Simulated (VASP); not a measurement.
Crystal: Cu3Au (Auricupride).

```
Au Cu
1.0
     3.74000    0.00000    0.00000
     0.00000    3.74000    0.00000
     0.00000    0.00000    3.74000
Au Cu
1 3
Direct
  0.00000 0.00000 0.00000
  0.50000 0.50000 0.00000
  0.50000 0.00000 0.50000
  0.00000 0.50000 0.50000
```

Program: VASP 6.6.1. Alike in all runs: potentials or basis VASP PAW PBE potentials, release 64 (Au, Cu); cell as given; cutoff (eV) 520.

Question: Order these runs on this cell by their pressure, lowest first.
A. level PBE; spin off; k mesh 7 × 7 × 7; smearing gaussian 0.012 eV
B. level r2SCAN; spin off; k mesh 7 × 7 × 7; smearing fermi-dirac 0.05 eV
C. level SCAN; spin SOC, no magnetisation; k mesh 5 × 5 × 5; smearing fermi-dirac 0.05 eV

Answer: C (-3.9 GPa), B (-0.2 GPa), A (5.3 GPa).

Caveats: the PAW data sets were made with another functional, which shifts forces and pressure a little (some runs).
